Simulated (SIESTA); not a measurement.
MoS2, a slab with vacuum:

```
CELL_PARAMETERS angstrom
3.18454 0.00000 0.00000
-1.59227 2.75789 0.00000
0.00000 0.00000 21.67053
ATOMIC_POSITIONS crystal
Mo 0.33333 0.66667 0.85116
Mo 0.66667 0.33333 0.14884
S 0.66667 0.33333 0.77963
S 0.33333 0.66667 0.07725
S 0.66667 0.33333 0.92275
S 0.33333 0.66667 0.22037
```

```yaml
Program: SIESTA 5.4.2
Task: single point
Functional: PBE
Potentials_or_basis: PseudoDojo 0.4 standard (PBE files)
Basis: DZP (energy shift 0.003 Ry; two zetas on semicore shells)
Grid_cutoff: 800 Ry
Energy_shift: 0.003 Ry
k_mesh: 10 × 10 × 2
Occupations: fermi-dirac, width 0.05 eV
Spin: no spin polarisation
```

On this cell: largest force 0.618 eV/Å; band gap on the k mesh 1.38 eV, indirect (least direct gap 1.91 eV).

The same run follows on a disturbed copy (atoms moved at random, drawn with an rms of 0.05 Å):

```
Mo S
1.0
     3.18454    0.00000    0.00000
    -1.59227    2.75789    0.00000
     0.00000    0.00000   21.67053
Mo S
2 4
Direct
  0.34384 0.66824 0.85091
  0.67791 0.34480 0.14846
  0.67064 0.34761 0.77843
  0.33154 0.66630 0.07732
  0.65108 0.33668 0.92370
  0.32899 0.65297 0.21840
```

Task: What does the disturbed cell give?

Result: The energy moves by +18.1 meV/atom; largest force 1.548 eV/Å; band gap on the k mesh 1.30 eV, indirect (least direct gap 1.77 eV).

Forces in eV/Å, atoms in the order of the input:
```
Mo  -1.251  0.418  0.047
Mo  -0.359 -1.113 -0.467
S    0.437 -0.321 -0.241
S    0.239  0.372 -0.865
S    0.816 -0.096  0.173
S    0.117  0.741  1.355
```

Stress tensor (GPa, compression positive):
```
 2.62 -0.23  0.34
-0.23  1.63  0.76
 0.34  0.76  3.52
```

Caveats: the basis of atomic orbitals isn't converged, which shifts pressures, moduli and gaps.

A k mesh can miss the band edges.
